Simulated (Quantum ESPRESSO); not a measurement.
## N under changes of volume

One of the cells (21.491 Å³/atom); the others are scaled copies at fixed shape and fractional positions:

```
N
1.0
     5.56052    0.00000    0.00000
     0.00000    5.56052    0.00000
     0.00000    0.00000    5.56052
N
8
Direct
  0.05740 0.44260 0.55740
  0.44260 0.55740 0.05740
  0.55740 0.05740 0.44260
  0.94260 0.94260 0.94260
  0.94260 0.55740 0.44260
  0.55740 0.44260 0.94260
  0.44260 0.94260 0.55740
  0.05740 0.05740 0.05740
```

* Program: Quantum ESPRESSO 7.5
* Functional: PBE
* Potentials or basis: SSSP 1.3 efficiency PBE
* Cutoff: 816 eV
* Density cutoff: 6531 eV
* k mesh: 5 × 5 × 5
* Occupations: fermi-dirac, width 0.05 eV
* Spin: no spin polarisation

| volume (Å³/atom) | energy over the lowest point (meV/atom) | pressure (GPa) | gap on the mesh (eV) | largest force (eV/Å) |
| --- | --- | --- | --- | --- |
| 20.201 | ? | ? | ? | ? |
| 20.631 | 11.75 | 3.7 | 7.35 | 2.126 |
| 21.061 | 3.56 | 1.9 | 7.30 | 0.930 |
| 21.491 | 0.00 | 0.3 | 7.25 | 0.183 |
| 21.921 | 0.62 | -1.2 | 7.20 | 1.220 |
| 22.351 | 5.04 | -2.5 | 7.14 | 2.186 |
| 22.780 | 12.91 | -3.7 | 7.09 | 3.088 |

**Question.** What does the run at 20.201 Å³/atom give?

**Answer.** Energy over the lowest point 25.02 meV/atom; pressure 5.7 GPa; gap on the mesh 7.40 eV; largest force 3.411 eV/Å.

Worked out: A Birch-Murnaghan fit of order 3 (a polynomial in V^(-2/3)) to the other rows has its minimum at 21.64 Å³/atom with B0 = V·E''(V) = 76 GPa and B' = 3.8 at fixed shape and positions, which overstates the stiffness. It gives 25.02 meV/atom at 20.201 Å³/atom, against the run's 25.02, and -dE/dV = 6.0 GPa, against 5.7. A straight line through the other rows of the gap, of slope -2.64 eV per unit of ln V, extrapolates to 7.41 eV, against the run's 7.40.

Energies are extrapolated to zero smearing.

Caveats: an odd mesh through Γ misses points on the zone boundary, where band edges often lie; forces of over 1 eV/Å show positions far from the minimum, so gaps and moduli don't describe the material at rest (some runs).
